**Q:** Tin in the diamond structure has four neighbours at the corners of a tetrahedron. I was taught to give such an atom four equal sp³ hybrids, which means one s electron and three p electrons. Does a calculation for a stretched crystal of this kind bear that out?

OpenMX 3.8.5 calculation (LDA-PW92, OpenMX 2013 LDA potentials, basis Sn7.0-s3p2d1, no spin–orbit coupling) for diamond-structure Sn with its volume scaled by 1.25. The k mesh is 5×5×5 (6×6×6 for the density of states), with Fermi–Dirac smearing of 0.05 eV. Projections cover filled states from −12 eV upwards, with energies relative to the Fermi energy.

```
projection name  projection electrons (e)  projection band centre (eV)
          Sn1_s                     1.770                       -6.870
          Sn1_p                     2.220                       -2.050
          Sn2_s                     1.770                       -6.870
          Sn2_p                     2.220                       -2.050
          Sn3_s                     1.770                       -6.870
          Sn3_p                     2.220                       -2.050
          Sn4_s                     1.770                       -6.870
          Sn4_p                     2.220                       -2.050
          Sn5_s                     1.770                       -6.870
          Sn5_p                     2.220                       -2.050
          Sn6_s                     1.770                       -6.870
          Sn6_p                     2.220                       -2.050
          Sn7_s                     1.770                       -6.870
          Sn7_p                     2.220                       -2.050
          Sn8_s                     1.770                       -6.870
          Sn8_p                     2.220                       -2.050
```

**A:** It doesn't. The column "projection electrons" tells how many electrons in filled states belong to the s or the p orbitals of one atom, and it gives 1.77 for s and 2.22 for p. That is 1.25 p electrons for each s electron, where your hybrids need three. The atom in the crystal looks much more like a free tin atom, with two s and two p electrons, than like the textbook hybrid.

**Q:** Before we come to the reason, why do the numbers jump up and down from row to row? Are there two kinds of tin atom?

**A:** There is one kind of atom and there are two kinds of orbital. The rows go through the eight atoms of the cell and list s and then p for each, so the zigzag is the step from s to p, repeated eight times. Symmetry makes the eight atoms equivalent, and their counts agree to the last printed digit. The run did start with magnetic moments that differed from site to site, but these died away, so spin doesn't tell the atoms apart either.

**Q:** The two counts add up to about four. The calculation treats fourteen electrons per atom, so where are the other ten?

**A:** They fill the 4d shell, which lies well below the lower edge of the energy window, at −12 eV. What remains is the outer shell that makes the bonds, and the s and p counts together cover 3.99 of its four electrons. The comparison with your hybrids is therefore fair: the same four electrons are shared out, only differently.

**Q:** Then how can the shape be tetrahedral and the count be so far from one to three?

**A:** The shape fixes less than it seems to. Tetrahedral symmetry makes the three p orbitals of an atom equal to one another, but it sets no ratio between p and s. That ratio comes from a contest between two energies. One is the price of lifting an electron from the deep 5s level to the 5p level, and the other is the energy gained when orbitals on neighbouring atoms combine.

Take the two extremes. If the atoms are far apart, combining gains almost nothing, the price isn't paid, and each atom keeps s²p². If the gain is very large compared with the price, the difference between s and p hardly matters, and each atom forms four equal hybrids with s¹p³. The crystal has the same shape in both limits.

**Q:** Real electrons in a crystal are spread over bands, not tied to single bonds. Couldn't that alone spoil the one-to-three count?

**A:** Not by itself. Suppose that the filled bands were built only from bonds between equal hybrids. Some band states would then be rich in s and others rich in p, but the sum over the filled states would still be one s electron and three p electrons per atom. Mixing filled states with one another only moves character around among them. The count changes only when the filled states take up character that the ideal bonds would have left in the empty ones.

This makes the count a better test of hybridisation than the energies are. An s count 0.77 above one means that equal sp³ bonds are a poor description of what is filled here, however the bands spread.

**Q:** Can you show me the contest at work without solving the whole band structure?

**A:** There is one place where it can be done by counting. Consider the electron waves that repeat with the same phase in each primitive cell, which holds two atoms and eight outer electrons; this is the centre of the Brillouin zone. A p orbital there has two s neighbours on the side of its positive lobe and two on the side of its negative lobe. Their effects cancel, so s and p don't mix at this point.

The s orbitals of the two atoms then form one bonding and one antibonding state. The p orbitals form three bonding states of equal energy and three antibonding ones higher up. The bonding s state is the lowest and takes two electrons. What matters is which comes next, the antibonding s state or the bonding p triplet.

If the triplet comes next, it takes the remaining six electrons, and each atom has one s and three p electrons. If the antibonding s state comes next, it takes two and leaves four for the triplet, so each atom has two of each kind. Your hybrid count and the free-atom count thus both appear in the same crystal structure, and at the zone centre the order of two levels decides between them.

**Q:** And what sets that order?

**A:** The same two energies as before. The antibonding s state lies above the s level by an amount that grows with the coupling between neighbours, while the bonding p triplet lies below the p level by an amount that grows in the same way. Short bonds and strong coupling push the two towards each other until they cross, which gives s¹p³. Long bonds leave each near its atomic level, with s below p, which gives s²p².

Tin is well known to fall on the s²p² side even at its normal bond length. Its 5s electrons come close to the nucleus, where they feel a strong attraction and are lowered further by relativity, so the s level is deep. Its atoms are also large, so the bonds are long and the coupling is modest. I take the order of levels from this general knowledge of tin; the table holds sums over the whole zone and doesn't resolve a single point.

**Q:** If tin is on the s²p² side, why is the s count 1.77 and not 2?

**A:** Because the zone centre is one point among many, and its level order doesn't fix the average over the zone. Elsewhere the phase changes from cell to cell, the cancellation is lost, and s and p mix. The two lowest bands should remain mostly s in character over much of the zone, but part of the s character is carried up into states above the Fermi energy, and p character comes down in exchange. On average this costs the s shell 0.23 electrons out of two.

That small number measures how far tin has moved from the free atom towards the hybrid: roughly a quarter of the way. I wouldn't lean on its second digit. Neighbouring orbitals overlap, and the way in which shared electrons are divided between s and p depends on the basis set, which is a small one here. The distance from one to three is far too large to be a matter of the second digit.

**Q:** The calculation also finds a metal. Is that part of the same story?

**A:** It fits the same level order. When the antibonding s state is filled at the zone centre, the p triplet has room for six electrons and receives four. Its three states have equal energy by symmetry, so filled and empty states touch and no gap can open there. Tin in this structure has a zero gap even without stretching, so the longer bonds can't take the credit alone. The touching may not be the whole story in the stretched crystal, though. The run also has partly filled states away from the zone centre. Bands may overlap there as well, or the smearing of 0.05 eV may only blur the filling of states close to the Fermi energy.

Two features of the calculation matter at this spot. The local density approximation places the s-like state too low, which favours the order that I described. Spin–orbit coupling, which was left out, would split the triplet by several tenths of an electronvolt. The upper part would still be only half filled, so the levels would shift but the touching would remain.

**Q:** Now the energies. The filled s states are centred 4.82 eV below the filled p states. Is that the price of lifting an electron from 5s to 5p?

**A:** It is less than the price, because the "projection band centre" averages over filled states only. The s shell is nearly full, so its average covers almost the whole shell. The p shell is only 37 % full, and its average covers the lower, bonding part. The p centre therefore looks deeper than the p shell as a whole, and the distance between the shells looks too small.

A simple estimate corrects for part of this. Let the s shell hold two electrons and the p shell six, and put the empty part of each at the Fermi energy, which is the zero of the scale. This is the lowest place where empty states can be. The centre of the whole s shell is then 1.770 × (−6.870 eV) / 2 = −6.08 eV, and that of the whole p shell is 2.220 × (−2.050 eV) / 6 = −0.76 eV.

The distance grows to 5.3 eV, and the true correction should be larger. Real empty states lie above the Fermi energy, and raising them lifts the p centre much more than the s centre, since far more of the p shell is empty. The estimate is therefore better read as a lower value for the distance than as the price itself. Its weak point is the assumed capacity of two and six, because the basis has several s and p functions per atom and spreads the empty character over more states.

**Q:** My last question is about the stretching. How much of the high s count comes from it?

**A:** The volume was raised by a quarter, which lengthens each bond by 7.7 %, from 2.80 to 3.02 Å. Longer bonds mean weaker coupling, and weaker coupling keeps more electrons in the s shell, so the direction is clear from theory. The size is untested, because this is a single crystal at a single volume. My guess is that the deep 5s level does most of the work and the stretching adds to it.

For a related crystal, compare the same two energies. A deeper s level or a longer bond moves the count towards s²p², and a shallower s level or a shorter bond moves it towards s¹p³. Four neighbours at the corners of a tetrahedron tell you where the bonds point, but you need the level distance and the coupling to know what they are made of.
